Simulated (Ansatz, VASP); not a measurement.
# BAs in VASP and in Ansatz

```
CELL_PARAMETERS angstrom
0.00000 2.38850 2.38850
2.38850 0.00000 2.38850
2.38850 2.38850 0.00000
ATOMIC_POSITIONS crystal
As 0.75000 0.75000 0.75000
B 0.00000 0.00000 0.00000
```

Alike in both runs: task single point; functional PBE; k mesh 10 × 10 × 10; occupations gaussian, width 0.011 eV; no spin polarisation.

|  | VASP | Ansatz |
| --- | --- | --- |
| version | VASP 6.6.1 | Ansatz 0.2.0 |
| potentials or method | VASP PAW PBE potentials, release 64 (As, B) | Ansatz PAW |
| plane-wave cutoff (eV) | 520 | 420 |
| valence electrons in the cell | 8 | 18 |

Ansatz gave:

| Quantity | Value |
| --- | --- |
| gap on the k mesh at the Fermi level (eV) | 1.18 |
| least direct gap on the mesh (eV) | 3.28 |
| pressure (GPa) | 2.8 |

Q: What did VASP give for the same quantities?

A: gap on the k mesh at the Fermi level (eV): 1.18; least direct gap on the mesh (eV): 3.28; pressure (GPa): 3.4.

The two sets of potentials don't hold the same shells in valence.

A k mesh can miss the band edges. A hybrid or GW would open this gap; PBE tends to underestimate it.
